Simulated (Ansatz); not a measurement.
A run on KF: DFT, PBEsol, norm-conserving pseudopotentials, Ansatz's default files, scalar-relativistic (Ansatz 0.2.0).

Command: `ansatz run input.yaml --threads 1 --pin off --max-ram 2048MiB --backend cpu --events-out ev --progress --plain --runs-dir out`

```yaml
crystal:
  lattice:
    - [0.0, 2.67185, 2.67185]
    - [2.67185, 0.0, 2.67185]
    - [2.67185, 2.67185, 0.0]
  atoms:
    - { symbol: K, position: [0.0, 0.0, 0.0] }
    - { symbol: F, position: [0.5, 0.5, 0.5] }
kpoints:
  mp_grid: { grid: [8, 8, 8] }
scf:
  occupations: { method: fermi_dirac, width: 0.03 }
hamiltonian:
  xc: pbesol
  pseudopotentials: { kind: nc }
output:
  forces: true
  stress: true
  eigenvalues: true
  efg: { contact_densities: true }
  populations: true
```

Task: How does the run end?

Result: It is refused before any iteration. The log ends:
```
Error: output.efg without hamiltonian.pseudopotentials.kind: paw|paw_fr|all_electron or hamiltonian.pseudopotentials.kind: all_electron — the all-electron EFG reconstruction needs the PAW one-centre densities; drop the efg request, or set kind: paw (paw_fr under spin-orbit coupling) (under a functional that reads the kinetic-energy density, kind: paw is refused in some combinations and carries risks of its own in the rest: see hamiltonian.xc for the refusals and hamiltonian.pseudopotentials.kind for the risks, both in the input reference; kind: paw is refused beside gw.static_remainder)
```
